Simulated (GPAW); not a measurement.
The system is Pt.

```
Pt
1.0
     0.00000    1.96090    1.96090
     1.96090    0.00000    1.96090
     1.96090    1.96090    0.00000
Pt
1
Direct
  0.00000 0.00000 0.00000
```

- Program: GPAW 26.7.0
- Task: single point
- Functional: PBEsol
- Potentials or basis: PAW data sets generated in the run's folder for this functional
- Cutoff: 600 eV
- Basis: pw
- k mesh: 12 × 12 × 12
- Occupations: fermi-dirac, width 0.05 eV
- Spin: no spin polarisation

On this cell: pressure -0.9 GPa; band gap on the k mesh none (metal or under the smearing width).

The same run follows on a disturbed copy (cell strained at random at fixed volume):

```
Pt
1.0
    -0.01330    1.93575    1.94453
     1.97104    0.00303    1.92819
     2.00088    1.94926   -0.02681
Pt
1
Direct
  0.98674 0.01995 0.00694
```

**Question.** What changes?

**Answer.** The energy (extrapolated to zero smearing) moves by +2.4 meV/atom; pressure -0.8 GPa; band gap on the k mesh none (metal or under the smearing width).

Stress tensor (GPa, compression positive):
```
-1.79 -0.59  1.35
-0.59 -0.35  0.59
 1.35  0.59 -0.30
```
